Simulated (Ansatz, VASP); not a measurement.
**AlGaN2: VASP beside Ansatz**

File POSCAR:

```
AlGaN2
1.0
    3.1879902044      0.0000000000      0.0000000000
    0.0000000000      3.1879902044      0.0000000000
    0.0000000000      0.0000000000      4.4901955091
Al Ga N
1 1 2
Direct
    0.5000000000      0.5000000000      0.5000000000
    0.0000000000      0.0000000000      0.0000000000
    0.5000000000      0.0000000000      0.7382648100
    0.0000000000      0.5000000000      0.2617351900
```

The input INCAR.step1:

```
SYSTEM = AlGaN2
PREC = Accurate ; ENCUT = 520
ISMEAR = 0 ; SIGMA = 0.05
LREAL = .FALSE. ; LASPH = .TRUE.
NELM = 60 ; NBANDS = 21
GGA = PE ; ALGO = Normal
EDIFF = 1E-4 ; LWAVE = .TRUE.
LCHARG = .FALSE.
```

The input INCAR.step2:

```
SYSTEM = AlGaN2
PREC = Accurate ; ENCUT = 520
EDIFF = 1E-6 ; ISMEAR = 0
SIGMA = 0.05 ; LREAL = .FALSE.
LASPH = .TRUE. ; NELM = 60
ALGO = Normal ; ISIF = 2
LWAVE = .FALSE. ; LCHARG = .FALSE.
METAGGA = R2SCAN ; LMIXTAU = .TRUE.
NBANDS = 21 ; ISTART = 1
```

Contents of KPOINTS:

```
regular mesh
0
G
  8 8 6
  0 0 0
```

Input for Ansatz:

```yaml
crystal:
  lattice:
    - [3.1879902044, 0.0, 0.0]
    - [0.0, 3.1879902044, 0.0]
    - [0.0, 0.0, 4.4901955091]
  atoms:
    - { symbol: Al, position: [0.5, 0.5, 0.5] }
    - { symbol: Ga, position: [0.0, 0.0, 0.0] }
    - { symbol: "N", position: [0.5, 0.0, 0.73826481] }
    - { symbol: "N", position: [0.0, 0.5, 0.26173519] }
basis:
  ecutwfc: 500
kpoints:
  mp_grid: { grid: [8, 8, 6] }
hamiltonian:
  xc: r2scan
scf:
  occupations: { method: gaussian, width: 0.05 }
output:
  forces: true
  stress: true
  eigenvalues: true
```

Change from the starting cell: strain +0.015 along x and y, +0.015 along z, atoms carried along.

Alike in both runs: task single point; functional r2SCAN; k mesh 8 × 8 × 6; occupations gaussian, width 0.05 eV; no spin polarisation.

|  | VASP | Ansatz |
| --- | --- | --- |
| version | VASP 6.6.1 | Ansatz 0.2.0 |
| potentials or method | VASP PAW PBE potentials, release 64 (Al, Ga_d, N) | scalar-relativistic, plane waves, PAW |
| plane-wave cutoff (eV) | 520 | 500 |
| valence electrons in the cell | 26 | 26 |

```tsv
	VASP	Ansatz	Ansatz less VASP
gap on the k mesh at the Fermi level (eV)	3.02	3.01	-0.010
least direct gap on the mesh (eV)	3.02	3.01	-0.010
pressure (GPa)	-8.4	-8.6	-0.23
largest component of the traceless stress (GPa)	0.11	0.06	-0.044
rms of the force components (eV/Å)	0.002	0.036	+0.0340
```

Atom by atom the forces differ by 0.034 eV/Å (rms over components).

Caveats: the PAW data sets were made with another functional, which shifts forces and pressure a little (VASP).
